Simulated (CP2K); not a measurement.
**Nb in CP2K: convergence with cutoff ry**

The system is Nb.

```xyz
1
Lattice="2.7271 0.0000 0.0000 -0.6689 3.2638 0.0000 -0.9121 -1.9590 1.9883" Properties=species:S:1:pos:R:3 pbc="T T T"
Nb    0.0702    0.1565   -0.0254
```

The cell isn't the ideal one: cell strained at random at fixed volume.

| Property | Result |
| --- | --- |
| Program | CP2K 2026.2 |
| Task | single point |
| Functional | PBE |
| Potentials or basis | POTENTIAL_UZH Nb GTH-PBE-q13; TZVP-MOLOPT-PBE-GTH basis |
| Density cutoff | 1225 eV |
| k mesh | 9 × 9 × 10 |
| Occupations | fermi-dirac, width 0.05 eV |
| Spin | no spin polarisation |

These are the settings of the first run; the series varies cutoff ry, with any setting tied to it.

Hardware: 1 thread of AMD EPYC 7571, on a shared host.

The values tried are 90 Ry, 140 Ry, 190 Ry, 250 Ry, 320 Ry, 380 Ry, 450 Ry, 560 Ry, 720 Ry, loosest first. From which on does the pressure stay within 0.1 GPa of the tightest run that finished?

From 140 Ry on.

```csv
cutoff ry,"energy less the tightest run, at zero smearing (meV/atom)",pressure (GPa),SCF cycles,CPU time (s),peak memory (GiB)
90 Ry,-0.50,12.85,11,220,0.33
140 Ry,-0.22,12.73,11,230,0.33
190 Ry,0.02,12.72,11,240,0.34
250 Ry,0.01,12.72,11,260,0.34
320 Ry,0.00,12.72,11,270,0.35
380 Ry,0.00,12.72,11,260,0.35
450 Ry,0.00,12.72,11,270,0.37
560 Ry,0.00,12.72,11,280,0.38
720 Ry,0.00,12.72,11,290,0.39
```

Against the tightest run, the energy stays within 1 meV/atom from 90 Ry on. The tightest run that finished is the yardstick and may itself not be fully converged.

Caveat, for the tightest run too: the basis of atomic orbitals isn't converged, which shifts pressures, moduli and gaps.
